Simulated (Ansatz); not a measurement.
# PbS: stiffness from a series of strains

```yaml
crystal:
  lattice:
    - [2.94050, -2.90000, 0.00000]
    - [2.94050, 2.90000, 0.00000]
    - [-1.08005, 0.00000, 11.70929]
  atoms:
    - { symbol: Pb, position: [0.77560, 0.77560, 0.63638] }
    - { symbol: Pb, position: [0.22440, 0.22440, 0.36362] }
    - { symbol: S, position: [0.26840, 0.26840, 0.59860] }
    - { symbol: S, position: [0.73160, 0.73160, 0.40140] }
```

Atom numbers follow the list: Pb1, Pb2, S3, S4.

The cell is COD entry 2106944, as deposited and not checked against the literature; nothing was relaxed.

Spin–orbit coupling is left out, though it moves levels of the heavy atoms by tenths of an eV or more.

Method: DFT, PBE, all-electron LAPW, scalar-relativistic (Ansatz 0.2.0).

The runs use a Γ-centred 7×7×3 k mesh, Fermi–Dirac smearing of 0.01 eV, basis error target 0.5 meV/atom, no spin polarisation.

The strain is applied along the Cartesian axes of the cell as listed (γ is the engineering shear, twice εxy = εyz = εzx). Fractional coordinates are held (clamped ions).

σ is the change of stress from the unstrained cell, which is at 0.27 GPa; tension is positive, so slopes are stress–strain coefficients at that pressure.

Only quantities that a quadratic follows smoothly over the whole series are listed; rougher ones are left out.

| γ | σxy (GPa) | σyz (GPa) |
| --- | --- | --- |
| -0.0300 | -0.34 | -0.16 |
| -0.0200 | -0.23 | -0.11 |
| -0.0100 | -0.12 | -0.05 |
| 0.0000 | 0.00 | 0.00 |
| 0.0100 | 0.12 | 0.06 |
| 0.0300 | 0.35 | 0.17 |

Task: Fit the series and read off the stiffness at zero strain.

Result: Least-squares fits y = p0 + p1 x + p2 x² to the rows give σxy (GPa): p1 = 11.6, p2 = 6; σyz (GPa): p1 = 5.53, p2 = 2.4.

Task: One run, at γ = 0.0200, is withheld. Predict its row.

Result: The fits give 0.23, 0.11; the run gave 0.23, 0.11.
